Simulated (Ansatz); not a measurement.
The system is CoO.

```
Co O
1.0
     1.50547    0.86918    2.43993
    -1.50547    0.86918    2.43993
     0.00000   -1.73837    2.43993
Co O
1 1
Direct
  0.00000 0.00000 0.00000
  0.50000 0.50000 0.50000
```

The cell is a database's computed one.

A run of Ansatz 0.2.0 on this cell left the log below. Logs are shortened: lines on timing, memory, paths and dates and some standing lists are left out, and cuts for length are marked.

```text
Warning: output.stress: scf.convergence.dr2_threshold = 1e-7 eV (the SCF's general default) is looser than the 2e-10 eV advised for a printed stress (1e-10 eV for each atom of the cell: 2). What an SCF threshold leaves in a stress goes as its square root, and in the free energy as the threshold itself, and one threshold admits the most on a small cell: of the crystals measured, under no hybrid functional and no lock of the moments, on runs that ended without the residual-converged pass, on stresses that held no estimate of that error, the worst erred by over 100 MPa in a component at 1e-7 eV an atom and by under 5 at 1e-10. Set scf.convergence.dr2_threshold to 2e-10 eV or tighter. The threshold is an SCF's pass mark: one that does not reach it within its budget of iterations ends unconverged, or closes short of it on a stop that the run arms, and scf.convergence.dr2_threshold's page says what that costs each kind of run
Warning: RAYON_NUM_THREADS=2 ignored (pool sized by the plan → 2); use --threads N
Engine: ansatz 0.2.0, aarch64-unknown-linux-gnu
Pseudopotentials: kind: paw
Pseudopotential: Co, paw, valence charge 17, recommended cutoff 420 eV (normal), Co.paw.azcp
Pseudopotential: O, paw, valence charge 6, recommended cutoff 420 eV (normal), O.paw.azcp
Functional definition: PBE
  parameter kappa = 0.804
  parameter beta = 0.06672455060314922
  exchange = pbe_x(kappa = kappa, mu = beta*pi^2/3)
  correlation = pbe_c(beta = beta)
Crystal: 2 atoms, lattice volume = 19.156 Å³
Basis set: ecut = 420 eV, 339 PW (Γ), exchange–correlation on 48×48×48 points (8 copies of the dense FFT grid, shifted against one another)
Bands: 17, of which v1, the nominal top of the filled ones, is band 12 counted from 1 (11 counted from 0)
Symmetry: 12 space group operations
Space group: R-3m (ITA 166), of the structure as read, at distance tolerance 2.7e-5 Å
Magnetic group: BNS 166.97 (UNI 1327), of the structure as read, at distance tolerance 2.7e-5 Å
k-points: 85 of 729
Non-local potential: Co, projectors of the file, l = 0: 3, l = 1: 2, l = 2: 3, l = 3: 1
Non-local potential: O, projectors of the file, l = 0: 2, l = 1: 2, l = 2: 1
PAW form: soft (Blöchl's): semilocal exchange-correlation on the pseudo side does not see the compensation charge
PAW one-centre angular grid: Co, 590 points (default); XC on 64 Gauss nodes
PAW one-centre angular grid: O, 110 points (default); XC on 64 Gauss nodes
Initial density: superposition of atomic densities (chi_scale 0.1, normalization cell, long waves kept (reshape's long-wave potential 0.00 eV rms))
Starting moments: Σ|m| = 2.5 μB on 1 of 2 sites
Initial wavefunctions: pseudopotential atomic-orbital guess
Functional: x = pbe(κ = 0.804, μ = 0.2195149727645171), c = pbe(β = 0.06672455060314922)
[... 17 lines left out ...]
Stability checked in part: among states of this total moment the steps that led to this state did not find it unstable. No probe was made; neither looks for a lower state of another moment (fixed_total_moment; see scf.lower_state_search)
Magnetization: 2.5000 μB (12.7500 up, 10.2500 down)
Absolute magnetization: 2.5107 μB (∫|ρ↑−ρ↓|, with the PAW one-centre terms)
Spin contamination: 0.0171 ħ² per cell (⟨S²⟩ above its minimum at these occupations)
Per-site moments (μB) at R_I (Å): [(2.1908548519178868, 0.876038603632342), (0.1977394237164247, 0.876038603632342)]
Free energy (F): -5692.088398 eV
Harris-Foulkes:  -5692.088398 eV  (|F-HF|=1.82e-8)
Internal energy: -5692.045989 eV  (E = F + TS)
E sigma→0 (E₀):  -5692.067194 eV
Entropy (-TS):   -0.042409 eV (-21.205 meV/atom)
Fermi energy:    13.961880 (↑ 13.841379, ↓ 14.082381) eV
--- Per-component energies (eV) ---
  E_band       = -300.209936
  E_kinetic    = 618.156140
  E_local      = -3422.897608  (includes V_loc(G=0)·N_el)
  E_nonlocal   = 514.496894
  E_hartree    = 1406.798729
  E_xc         = -228.698841
  E_vxc        = -293.916967  (∫ρ·V_xc dr)
  E_paw        = -1677.219528  (= ΣΔE_a)
  E_vpaw       = -529.655182  (= ΣTr[D̂ρ^β])
  E_aug_tail   = 0.002501  (compensation charges beyond the density's cutoff)
  E_ewald      = -2902.684276
  E_smearing   = -0.042409  (= −TS)
  E_closure    = -0.000000  (closes the sum)
  Σ components = -5692.088398   (vs F -5692.088398, Δ=0.00e0)
--- Forces (eV/Å), atoms counted from 1 ---
  atom   1  Co    -0.00000000     0.00000000     0.00000000
  atom   2  O      0.00000000    -0.00000000     0.00000000
  max |Σ_I F_I| component: 5.26e-30 eV/Å
--- Stress (GPa, compression-positive) ---
       -3.428879       0.000000      -0.000000
        0.000000      -3.428879      -0.000000
       -0.000000      -0.000000      -3.869559
  P = ⅓ Tr σ = -3.5758 GPa (-35.758 kbar)
--- Band table (eV; the first three rows and the last of 170) ---
  k-point 0 ↑: bands = ["-82.4801", "-45.7569", "-45.7569", "-45.7448", "-6.3263", "10.7713", "10.7713", "10.8182", "11.0268", "11.0268", "11.2301", "11.2301", "11.2731", "15.0325", "30.8220", "32.1288", "32.1288"]
  k-point 1 ↑: bands = ["-82.4797", "-45.7612", "-45.7575", "-45.7458", "-6.1984", "9.7106", "9.8717", "9.9078", "11.2964", "11.3201", "11.5613", "11.9966", "12.0154", "15.8446", "28.7292", "31.6523", "31.8119"]
  k-point 2 ↑: bands = ["-82.4786", "-45.7724", "-45.7590", "-45.7479", "-5.8558", "8.1129", "9.0112", "9.0518", "11.5182", "11.5458", "11.8498", "12.9959", "13.0026", "17.3538", "26.1565", "30.0937", "30.2123"]
  k-point 84 ↓: bands = ["-79.7744", "-43.1497", "-43.1200", "-43.1171", "-4.6914", "6.4430", "8.9803", "9.1518", "13.8666", "13.9075", "14.1546", "16.2217", "16.6350", "20.0742", "23.9969", "26.9115", "28.1662"]
```

Q: Write the input and the command behind it.

A: Single point with PBE, collinear spin, ferromagnetic start. The files as run (others can give the same):

input.yaml
```yaml
crystal:
  lattice:
    - [1.5054695445, 0.8691832468, 2.4399269062]
    - [-1.5054695445, 0.8691832468, 2.4399269062]
    - [0.0, -1.7383664936, 2.4399269062]
  atoms:
    - { symbol: Co, position: [0.0, 0.0, 0.0], spin: 2.5 }
    - { symbol: O, position: [0.5, 0.5, 0.5] }
hamiltonian:
  xc: pbe
  pseudopotentials: { kind: paw }
magnetization:
  spin_polarized: true
  initial_magnetization: 2.5
  spin_locking: { lock_magnetization: hard }
kpoints:
  mp_grid: { grid: [9, 9, 9] }
scf:
  occupations: { method: fermi_dirac, width: 0.05 }
  lower_state_search: "off"
output:
  forces: true
  stress: true
  eigenvalues: true
```

Potentials or basis: Ansatz PAW.
The run is started by
```bash
$ ansatz run input.yaml --threads 2 --pin off --max-ram 5632MiB --backend cpu --events-out ev --progress --plain --runs-dir out
```

Caveat: the pressure holds a Pulay correction of +0.7 GPa for the finite cutoff; the total moment is fixed, so each spin has its own Fermi level; a cell with one magnetic atom can't hold antiferromagnetic order, which such compounds often take; the thresholds are loose for stress.
